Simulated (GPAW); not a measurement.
The system is As.

```
As
1.0
     2.70368    0.00000    0.00000
     0.00000    2.70368    0.00000
     0.00000    0.00000    2.70368
As
1
Direct
  0.50000 0.50000 0.50000
```

This isn't the form of As at room conditions, which is rhombohedral.

| Property | Result |
| --- | --- |
| Program | GPAW 26.7.0 |
| Task | relaxation of cell and atoms |
| Functional | PBEsol |
| Dispersion | D3(BJ)+ATM |
| Potentials or basis | PAW data sets generated in the run's folder for this functional |
| Cutoff | 600 eV |
| Basis | pw |
| k mesh | 10 × 10 × 10 |
| Occupations | fermi-dirac, width 0.05 eV |
| Spin | no spin polarisation |

At the start: pressure -4.4 GPa; volume 19.76 Å³/atom.

Where does the relaxation end?

Over 3 steps the energy falls by 13.3 meV/atom and the volume is 18.79 Å³/atom (-4.9 %); space group Pm-3m (No. 221, to 0.05 Å).

Step by step:
```tsv
step	energy change (eV)	largest force (eV/Å)	pressure (GPa)	volume (Å³)
1	0.0000	0.0000	-4.35	19.76
2	-0.0095	0.0000	-2.42	19.31
3	-0.0133	0.0000	0.17	18.79
```

Final structure:
```yaml
crystal:
  lattice:
    - [2.65867, 0.00000, 0.00000]
    - [0.00000, 2.65867, 0.00000]
    - [0.00000, 0.00000, 2.65867]
  atoms:
    - { symbol: As, position: [0.50000, 0.50000, 0.50000] }
```

Caveat: later steps reuse the first step's grids; pairwise dispersion overbinds metals, which lowers pressure and volume.
